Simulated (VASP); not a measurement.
# V3Si (Pm-3n) in VASP: a series of runs

One crystal, V3Si, is run at these levels: PBEsol; tasks: single point.

Program: VASP 6.6.1. These are calculated values, not measurements. Logs are shortened: lines on timing, memory, paths and dates and some standing lists are left out, and cuts for length are marked.

### Step 1. The structure

Symmetry: Pm-3n, No. 223, cubic system. The conventional cell has a = 4.652 Å, b = 4.652 Å, c = 4.652 Å, α = 90.00°, β = 90.00°, γ = 90.00°. V (site symmetry -4m2) is surrounded by 2 V at 2.33 Å and 4 Si at 2.60 Å. Around Si (site symmetry m-3) lie 12 V at 2.60 Å.

The cell is a database's computed one.

### Step 2. Single point, PBEsol

Contents of INCAR:

```
SYSTEM = V3Si
PREC = Accurate
ENCUT = 700
EDIFF = 1E-7
ISMEAR = 0
SIGMA = 0.1
LREAL = .False.
LASPH = .True.
NELM = 60
ALGO = Normal
ISIF = 2
LWAVE = .False.
LCHARG = .False.
GGA = PS
NBANDS = 53
```

Contents of KPOINTS:

```
Automatic mesh
0
Gamma
  8 8 8
  0 0 0
```

Contents of POSCAR:

```
V3Si
1.0
    4.6516600000      0.0000000000      0.0000000000
    0.0000000000      4.6516600000      0.0000000000
    0.0000000000      0.0000000000      4.6516600000
V Si
6 2
Direct
    0.2500000000      0.0000000000      0.5000000000
    0.7500000000      0.0000000000      0.5000000000
    0.0000000000      0.5000000000      0.2500000000
    0.0000000000      0.5000000000      0.7500000000
    0.5000000000      0.7500000000      0.0000000000
    0.5000000000      0.2500000000      0.0000000000
    0.0000000000      0.0000000000      0.0000000000
    0.5000000000      0.5000000000      0.5000000000
```

Potentials or basis: VASP PAW PBE potentials, release 64 (V_sv, Si).

Launch:

```console
> cat potpaw_PBE.64/V_sv/POTCAR potpaw_PBE.64/Si/POTCAR > POTCAR
> mpirun -np 1 vasp_std > vasp.out
```

OUTCAR:

```text
SYSTEM = V3Si
   PREC = Accurate
   ENCUT = 700
   EDIFF = 1E-7
   ISMEAR = 0
   LREAL = .False.
   LASPH = .True.
   NELM = 60
   ISIF = 2
   GGA = PS

 ion  position               nearest neighbor table
   1  0.250  0.000  0.500-   2 2.33   2 2.33   8 2.60   7 2.60   8 2.60   7 2.60   4 2.85   5 2.85
                             6 2.85   5 2.85   3 2.85   4 2.85   6 2.85   3 2.85
   2  0.750  0.000  0.500-   1 2.33   1 2.33   8 2.60   7 2.60   8 2.60   7 2.60   4 2.85   5 2.85
                             6 2.85   5 2.85   3 2.85   4 2.85   6 2.85   3 2.85
   3  0.000  0.500  0.250-   4 2.33   4 2.33   8 2.60   7 2.60   7 2.60   8 2.60   1 2.85   5 2.85
                             1 2.85   2 2.85   6 2.85   5 2.85   6 2.85   2 2.85
   4  0.000  0.500  0.750-   3 2.33   3 2.33   8 2.60   7 2.60   7 2.60   8 2.60   1 2.85   5 2.85
                             1 2.85   2 2.85   6 2.85   5 2.85   6 2.85   2 2.85
   5  0.500  0.750  0.000-   6 2.33   6 2.33   8 2.60   8 2.60   7 2.60   7 2.60   3 2.85   1 2.85
                             2 2.85   4 2.85   1 2.85   3 2.85   4 2.85   2 2.85
   6  0.500  0.250  0.000-   5 2.33   5 2.33   8 2.60   8 2.60   7 2.60   7 2.60   3 2.85   1 2.85
                             2 2.85   4 2.85   1 2.85   3 2.85   4 2.85   2 2.85
   7  0.000  0.000  0.000-   1 2.60   2 2.60   3 2.60   4 2.60   5 2.60   6 2.60   1 2.60   2 2.60
                             3 2.60   4 2.60   5 2.60   6 2.60
   8  0.500  0.500  0.500-   1 2.60   2 2.60   3 2.60   4 2.60   5 2.60   6 2.60   5 2.60   6 2.60
                             1 2.60   2 2.60   3 2.60   4 2.60

  LATTYP: Found a simple cubic cell.
 ALAT       =     4.6516600000

  Lattice vectors:

 A1 = (   4.6516600000,   0.0000000000,   0.0000000000)
 A2 = (   0.0000000000,   4.6516600000,   0.0000000000)
 A3 = (   0.0000000000,   0.0000000000,   4.6516600000)

Analysis of symmetry for initial positions (statically):
=====================================================================
 Subroutine PRICEL returns:
 Original cell was already a primitive cell.

 Routine SETGRP: Setting up the symmetry group for a
 simple cubic supercell.

 Subroutine GETGRP returns: Found 48 space group operations
 (whereof 24 operations were pure point group operations)
 out of a pool of 48 trial point group operations.

The static configuration has the point symmetry T_h .
 The point group associated with its full space group is O_h .

Analysis of symmetry for dynamics (positions and initial velocities):
=====================================================================
 Subroutine PRICEL returns:
 Original cell was already a primitive cell.

 Routine SETGRP: Setting up the symmetry group for a
 simple cubic supercell.

 Subroutine GETGRP returns: Found 48 space group operations
 (whereof 24 operations were pure point group operations)
 out of a pool of 48 trial point group operations.

The dynamic configuration has the point symmetry T_h .
 The point group associated with its full space group is O_h .

 Subroutine INISYM returns: Found 48 space group operations
 (whereof 24 operations are pure point group operations),
 and found     1 'primitive' translations

----------------------------------------------------------------------------------------

                                     Primitive cell

  volume of cell :     100.6523

  direct lattice vectors                    reciprocal lattice vectors
     4.651660000  0.000000000  0.000000000     0.214977019  0.000000000  0.000000000
     0.000000000  4.651660000  0.000000000     0.000000000  0.214977019  0.000000000
     0.000000000  0.000000000  4.651660000     0.000000000  0.000000000  0.214977019

  length of vectors
     4.651660000  4.651660000  4.651660000     0.214977019  0.214977019  0.214977019

  position of ions in fractional coordinates (direct lattice)
     0.250000000  0.000000000  0.500000000
     0.750000000  0.000000000  0.500000000
     0.000000000  0.500000000  0.250000000
     0.000000000  0.500000000  0.750000000
     0.500000000  0.750000000  0.000000000
     0.500000000  0.250000000  0.000000000
     0.000000000  0.000000000  0.000000000
     0.500000000  0.500000000  0.500000000

  ion indices of the primitive-cell ions
   primitive index   ion index
                 1           1
                 2           2
                 3           3
                 4           4
                 5           5
                 6           6
                 7           7
                 8           8

----------------------------------------------------------------------------------------

 KPOINTS: Automatic mesh

Automatic generation of k-mesh.
 Grid dimensions read from file:
 generate k-points for:    8    8    8

 Generating k-lattice:

  Cartesian coordinates                     Fractional coordinates (reciprocal lattice)
     0.026872127  0.000000000  0.000000000     0.125000000  0.000000000  0.000000000
     0.000000000  0.026872127  0.000000000     0.000000000  0.125000000  0.000000000
     0.000000000  0.000000000  0.026872127     0.000000000  0.000000000  0.125000000

  Length of vectors
     0.026872127  0.026872127  0.026872127

  Shift w.r.t. Gamma in fractional coordinates (k-lattice)
     0.000000000  0.000000000  0.000000000

 Subroutine IBZKPT returns following result:
 ===========================================

 Found     35 irreducible k-points:

 Following reciprocal coordinates:
            Coordinates               Weight
  0.000000  0.000000  0.000000      1.000000
  0.125000  0.000000  0.000000      6.000000
  0.250000  0.000000  0.000000      6.000000
  0.375000  0.000000  0.000000      6.000000
  0.500000  0.000000  0.000000      3.000000
  0.125000  0.125000  0.000000     12.000000
[... 16 lines left out ...]
  0.375000  0.375000  0.125000     24.000000
  0.500000  0.375000  0.125000     24.000000
 [... further k-points ...]
   k-points           NKPTS =     35   k-points in BZ     NKDIM =     35   number of bands    NBANDS=     53
   number of dos      NEDOS =    301   number of ions     NIONS =      8
   total plane-waves  NPLWV =  64000
   dimension x,y,z NGX =    40 NGY =   40 NGZ =   40
   dimension x,y,z NGXF=    80 NGYF=   80 NGZF=   80
   ions per type =               6   2
   NGX,Y,Z   is equivalent  to a cutoff of  14.30, 14.30, 14.30 a.u.
   NGXF,Y,Z  is equivalent  to a cutoff of  28.59, 28.59, 28.59 a.u.
 SYSTEM =  V3Si
   PREC   = accura    normal or accurate (medium, high low for compatibility)
   ISTART =      0    job   : 0-new  1-cont  2-samecut
   ICHARG =      2    charge: 1-file 2-atom 10-const
   ISPIN  =      1    spin polarized calculation?
   LNONCOLLINEAR =      F non collinear calculations
   LSORBIT =      F    spin-orbit coupling
   LASPH  =      T    aspherical Exc in radial PAW
   ENCUT  =  700.0 eV  51.45 Ry    7.17 a.u.  10.03 10.03 10.03*2*pi/ulx,y,z
   NELM   =     60;   NELMIN=  2; NELMDL= -5     # of ELM steps
   EDIFF  = 0.1E-06   stopping-criterion for ELM
   LREAL  =      F    real-space projection
   EDIFFG = 0.1E-05   stopping-criterion for IOM
   NSW    =      0    number of steps for IOM
   IBRION =     -1    ionic relax: 0-MD 1-quasi-New 2-CG
   NFREE  =      0    steps in history (QN), initial steepest desc. (CG)
   ISIF   =      2    stress and relaxation
   ISYM   =      2    0-nonsym 1-usesym 2-fastsym
   POTIM  = 0.5000    time-step for ionic-motion
   TEBEG  =    0.0;   TEEND  =   0.0 temperature during run
   PSTRESS=    0.0 pullay stress
   NELECT =      86.0000    total number of electrons
   NUPDOWN=      -1.0000    fix difference up-down
   EMIN   =  10.00;   EMAX   =-10.00  energy-range for DOS
   EFERMI =   0.00;   METHOD = LEGACY
   ISMEAR =     0;   SIGMA  =   0.10  broadening in eV -4-tet -1-fermi 0-gaus
   EFERMI_NEDOS =   21; number of points for ismear=-14 and -15
   IALGO  =     38    algorithm
   IMIX   =      4    mixing-type and parameters
     AMIX     =   0.40;   BMIX     =  1.00
     AMIX_MAG =   1.60;   BMIX_MAG =  1.00
  volume/ion in A,a.u.               =      12.58        84.90
  Fermi-wavevector in a.u.,A,eV,Ry     =   1.553459  2.935611 32.834037  2.413234
  Thomas-Fermi vector in A             =   2.657686
   LORBIT       =      0    0 simple, 1 ext, 2 COOP (PROOUT), +10 PAW based schemes
   GGA     = PS    functional components
   LHFCALC =     F    Hartree Fock is set to
   AEXX    =    0.0000 exact exchange contribution
   IVDW    =     0    specifies the selected vdW correction
   LEPSILON=     F    determine dielectric tensor
   LRPA    =     F    only Hartree local field effects (RPA)
 non-spin polarized calculation
 Gauss-broadening in eV      SIGMA  =   0.10
  energy-cutoff  :      700.00
  volume of cell :      100.65
 maximum number of plane-waves:      4260
   NGX = 21   NGY = 21   NGZ = 21

 number of electron      86.0000053 magnetization

 Free energy of the ion-electron system (eV)
  ---------------------------------------------------
  ext. energy  EPLUGINS =         0.00000000
  ---------------------------------------------------
  free energy    TOTEN  =       -73.44278811 eV

  energy without entropy =      -73.37020982  energy(sigma->0) =      -73.40649896

 E-fermi :  10.5979     XC(G=0): -13.0176

 val. band max:       10.5964728162   @ k =   0.5000   0.3750   0.3750
 cond. band min:      10.6083942647   @ k =   0.5000   0.2500   0.2500
 fundamental gap:      0.0119214485
 Fermi energy:        10.5978651893

 k-point     1 :       0.0000    0.0000    0.0000
  band No.  band energies     occupation
      1     -52.9000      2.00000
      2     -52.8099      2.00000
      3     -52.8099      2.00000
      4     -52.5669      2.00000
      5     -52.5669      2.00000
      6     -52.5669      2.00000
[... 45 lines left out ...]
     52      13.5917      0.00000
     53      13.5918      0.00000
[... 1286 lines left out ...]
     52      12.7278      0.00000
     53      12.8507      0.00000

 [... further k-points ...]

------------------------ aborting loop because EDIFF is reached ----------------------------------------

  FORCE on cell =-STRESS in cart. coord.  units (eV):
  Direction    XX          YY          ZZ          XY          YZ          ZX
  --------------------------------------------------------------------------------------
  -------------------------------------------------------------------------------------
  Total       -0.0290891     -0.0290891     -0.0290891      0.0000000     -0.0000000     -0.0000000
  in kB       -0.4630386     -0.4630386     -0.4630386      0.0000000     -0.0000000     -0.0000000
  external PRESSURE =      -0.4630386 kB  Pullay stress =       0.0000000 kB

 VOLUME and BASIS-vectors are now :
 -----------------------------------------------------------------------------
  energy-cutoff  :      700.00
  volume of cell :      100.65
      direct lattice vectors                 reciprocal lattice vectors
     4.651660000  0.000000000  0.000000000     0.214977019  0.000000000  0.000000000
     0.000000000  4.651660000  0.000000000     0.000000000  0.214977019  0.000000000
     0.000000000  0.000000000  4.651660000     0.000000000  0.000000000  0.214977019

 POSITION                                       TOTAL-FORCE (eV/Angst)
 -----------------------------------------------------------------------------------
      1.16291      0.00000      2.32583         0.000000      0.000000      0.000000
      3.48874      0.00000      2.32583        -0.000000     -0.000000     -0.000000
      0.00000      2.32583      1.16291        -0.000000      0.000000     -0.000000
      0.00000      2.32583      3.48874         0.000000      0.000000      0.000000
      2.32583      3.48874      0.00000        -0.000000      0.000000      0.000000
      2.32583      1.16291      0.00000        -0.000000      0.000000     -0.000000
      0.00000      0.00000      0.00000         0.000000      0.000000      0.000000
      2.32583      2.32583      2.32583         0.000000      0.000000      0.000000
 -----------------------------------------------------------------------------------
    total drift:                               -0.000000     -0.000000      0.000000

  FREE ENERGIE OF THE ION-ELECTRON SYSTEM (eV)
  ---------------------------------------------------
  free  energy   TOTEN  =       -73.4427881098 eV

  energy  without entropy=      -73.3702098180  energy(sigma->0) =      -73.40649896
```

Wall time 4.8 min (1 thread of Intel Xeon Platinum 8488C (Sapphire Rapids), shared host); peak memory 0.37 GiB.

Results:

```
Free energy            : -73.4428 eV
Pressure               : 0.0 GPa
Band gap on the k mesh : none (metal or under the smearing width)
```

Levels at points of the mesh, in eV from the Fermi level:
| k point | band 39 | band 40 | band 41 | band 42 | band 43 | band 44 | band 45 | band 46 | band 47 | band 48 |
| --- | --- | --- | --- | --- | --- | --- | --- | --- | --- | --- |
| (0.00, 0.00, 0.00) | -0.97 | -0.62 | -0.62 | -0.62 | -0.01 | -0.01 | 2.09 | 2.09 | 2.09 | 2.80 |
| (0.50, 0.00, 0.00) | -0.86 | -0.86 | -0.71 | -0.71 | -0.42 | -0.42 | 1.31 | 1.31 | 1.93 | 1.93 |
| (0.50, 0.50, 0.00) | -0.09 | -0.09 | 0.06 | 0.39 | 0.39 | 0.44 | 0.44 | 0.48 | 0.72 | 1.07 |
| (0.50, 0.50, 0.50) | -0.08 | -0.08 | -0.08 | -0.08 | 0.08 | 0.08 | 0.08 | 0.08 | 0.08 | 0.08 |

Caveat: the PAW data sets were made with another functional, which shifts forces and pressure a little.

(Continued in part 2 of 2.)
